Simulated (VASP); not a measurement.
A run of VASP 6.6.1 is set up as follows.

File INCAR:

```
SYSTEM = HgSe
  PREC = Accurate
  ENCUT = 520
  EDIFF = 1E-6
  ISMEAR = -1
  SIGMA = 0.05
  LREAL = .False.
  LASPH = .True.
  NELM = 100
  ALGO = Normal
  ISIF = 2
  LWAVE = .False.
  LCHARG = .False.
  METAGGA = SCAN
  LMIXTAU = .True.
```

File KPOINTS:

```
regular mesh
0
Gamma
  8 8 8
  0 0 0
```

POSCAR

```
HgSe
1.0
    0.0000000000      3.0390000000      3.0390000000
    3.0390000000      0.0000000000      3.0390000000
    3.0390000000      3.0390000000      0.0000000000
Hg Se
1 1
Direct
    0.0000000000      0.0000000000      0.0000000000
    0.7500000000      0.7500000000      0.7500000000
```

The input KPOINTS_OPT:

```
path GXWKGLUWLK,UX
10
line-mode
reciprocal
 0.0000000000  0.0000000000  0.0000000000  G
 0.5000000000  0.0000000000  0.5000000000  X

 0.5000000000  0.0000000000  0.5000000000  X
 0.5000000000  0.2500000000  0.7500000000  W

 0.5000000000  0.2500000000  0.7500000000  W
 0.3750000000  0.3750000000  0.7500000000  K

 0.3750000000  0.3750000000  0.7500000000  K
 0.0000000000  0.0000000000  0.0000000000  G

 0.0000000000  0.0000000000  0.0000000000  G
 0.5000000000  0.5000000000  0.5000000000  L

 0.5000000000  0.5000000000  0.5000000000  L
 0.6250000000  0.2500000000  0.6250000000  U

 0.6250000000  0.2500000000  0.6250000000  U
 0.5000000000  0.2500000000  0.7500000000  W

 0.5000000000  0.2500000000  0.7500000000  W
 0.5000000000  0.5000000000  0.5000000000  L

 0.5000000000  0.5000000000  0.5000000000  L
 0.3750000000  0.3750000000  0.7500000000  K

 0.6250000000  0.2500000000  0.6250000000  U
 0.5000000000  0.0000000000  0.5000000000  X
```

Potentials or basis: VASP PAW PBE potentials, release 64 (Hg, Se).

The run is started by

```console
$ cat potpaw_PBE.64/Hg/POTCAR potpaw_PBE.64/Se/POTCAR > POTCAR
$ mpirun -np 1 vasp_std > vasp.out
```

What does it give for the pressure?

2.0 GPa.

Predict the band gap along the path.

none (metal or under the smearing width).

Levels at the corners of the path, in eV from the Fermi level:
```
point  band 6  band 7  band 8  band 9  band 10  band 11  band 12  band 13
    Γ   -6.66   -0.94   -0.05   -0.05    -0.05     5.69     5.69     5.69
    X   -6.28   -5.37   -2.47   -2.47     2.86     3.15     8.78    10.23
    X   -6.28   -5.37   -2.47   -2.47     2.86     3.15     8.78    10.23
    W   -6.02   -5.61   -2.92   -2.58     3.74     5.34     6.39     7.71
    W   -6.02   -5.61   -2.92   -2.58     3.74     5.34     6.39     7.71
    K   -6.12   -5.55   -3.07   -2.03     3.03     4.68     8.25     8.59
    K   -6.12   -5.55   -3.07   -2.03     3.03     4.68     8.25     8.59
    Γ   -6.66   -0.94   -0.05   -0.05    -0.05     5.69     5.69     5.69
    Γ   -6.66   -0.94   -0.05   -0.05    -0.05     5.69     5.69     5.69
    L   -6.33   -5.82   -1.08   -1.08     1.16     6.51     6.51     7.26
    L   -6.33   -5.82   -1.08   -1.08     1.16     6.51     6.51     7.26
    U   -6.12   -5.55   -3.07   -2.03     3.03     4.68     8.25     8.59
    U   -6.12   -5.55   -3.07   -2.03     3.03     4.68     8.25     8.59
    W   -6.02   -5.61   -2.92   -2.58     3.74     5.34     6.39     7.71
    W   -6.02   -5.61   -2.92   -2.58     3.74     5.34     6.39     7.71
    L   -6.33   -5.82   -1.08   -1.08     1.16     6.51     6.51     7.26
    L   -6.33   -5.82   -1.08   -1.08     1.16     6.51     6.51     7.26
    K   -6.12   -5.55   -3.07   -2.03     3.03     4.68     8.25     8.59
    U   -6.12   -5.55   -3.07   -2.03     3.03     4.68     8.25     8.59
    X   -6.28   -5.37   -2.47   -2.47     2.86     3.15     8.78    10.23
```

Caveat: the PAW data sets were made with another functional, which shifts forces and pressure a little; spin-orbit coupling is left out, which moves the levels of the heavy elements.
